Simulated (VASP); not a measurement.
Wanted: the native input for a VASP 6.6.1 run.

| Item | Value |
| --- | --- |
| Task | atomic charges |
| Functional | PBE0 |
| Potentials or basis | VASP PAW PBE potentials, release 64 (Al) |
| Cutoff | 520 eV |
| k mesh | 6 × 6 × 6 |
| Occupations | gaussian, width 0.01 eV |
| Spin | no spin polarisation |
| Grid for exact exchange (PRECFOCK) | Fast |
| Exchange at q = 0 | default |
| Further INCAR settings | ALGO = Normal; EDIFF = 1e-06 |

Crystal: Al.

```
Al
1.0
    -1.59122    1.59122    1.59122
     1.59122   -1.59122    1.59122
     1.59122    1.59122   -1.59122
Al
1
Direct
  0.00000 0.00000 0.00000
```

This isn't the form of Al at room conditions, which is fcc.

The input as run:

POSCAR

```
Al
1.0
   -1.5912186900      1.5912186900      1.5912186900
    1.5912186900     -1.5912186900      1.5912186900
    1.5912186900      1.5912186900     -1.5912186900
Al
1
Direct
    0.0000000000      0.0000000000      0.0000000000
```

INCAR.step1

```
ALGO = Normal
EDIFF = 1E-5
ENCUT = 520
GGA = PE
ISIF = 2
ISMEAR = 0
LASPH = T
LCHARG = F
LREAL = F
LWAVE = T
NELM = 100
PREC = Accurate
SIGMA = 0.01
```

INCAR.step2

```
AEXX = 0.25
ALGO = Normal
EDIFF = 1E-6
ENCUT = 520
GGA = PE
ISIF = 2
ISMEAR = 0
ISTART = 1
LASPH = T
LCHARG = F
LHFCALC = T
LORBIT = 10
LREAL = F
LWAVE = F
NELM = 100
PREC = Accurate
PRECFOCK = Fast
SIGMA = 0.01
```

KPOINTS

```
k-points
0
Gamma
  6 6 6
```

Potentials or basis: VASP PAW PBE potentials, release 64 (Al).

Launch:

```console
$ cat potpaw_PBE.64/Al/POTCAR > POTCAR
$ cp INCAR.step1 INCAR
$ mpirun -np 1 vasp_std > vasp.out
$ cp INCAR.step2 INCAR
$ mpirun -np 1 vasp_std > vasp.out
```

Results of the run:

- Pressure: 3.2 GPa
- Band gap on the k mesh: none (metal or under the smearing width)
- Valence electrons inside the program's atomic spheres: Al 0.87

Caveat: the k mesh is coarse (spacing up to 0.47 Å⁻¹), so the values aren't converged, least of all with exact exchange; the PAW data sets were made with another functional, which shifts forces and pressure a little.

It took 27 s on 1 thread of Intel(R) Xeon(R) Platinum 8488C (Sapphire Rapids), with other jobs on the host, peak memory 0.12 GiB.
